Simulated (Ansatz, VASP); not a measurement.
**One calculation of Re, two programs**

```
CELL_PARAMETERS angstrom
0.00000 2.74955 2.74955
2.74955 0.00000 2.74955
2.74955 2.74955 0.00000
ATOMIC_POSITIONS crystal
Re 0.87500 0.87500 0.87500
Re 0.12500 0.12500 0.12500
```

Change from the starting cell: volume scaled by 0.95, PAW files.

Alike in both runs: task single point; functional PBEsol; k mesh 12 × 12 × 12; occupations fermi-dirac, width 0.05 eV; no spin polarisation.

|  | VASP | Ansatz |
| --- | --- | --- |
| version | VASP 6.6.1 | Ansatz 0.2.0 |
| potentials or method | VASP PAW PBE potentials, release 64 (Re) | PAW with Ansatz's default frozen-core files, scalar-relativistic |
| plane-wave cutoff (eV) | 520 | 420 |
| valence electrons in the cell | 14 | 30 |

|  | VASP | Ansatz | Ansatz less VASP |
| --- | --- | --- | --- |
| pressure (GPa) | 8.7 | 10.9 | +2.19 |

With one functional, cell and mesh, what is left measures potentials, basis and numerics. The two sets of potentials don't hold the same shells in valence.

Caveats: the PAW data sets were made with another functional, which shifts forces and pressure a little (VASP). Spin-orbit coupling is left out, which matters for the levels of Re.
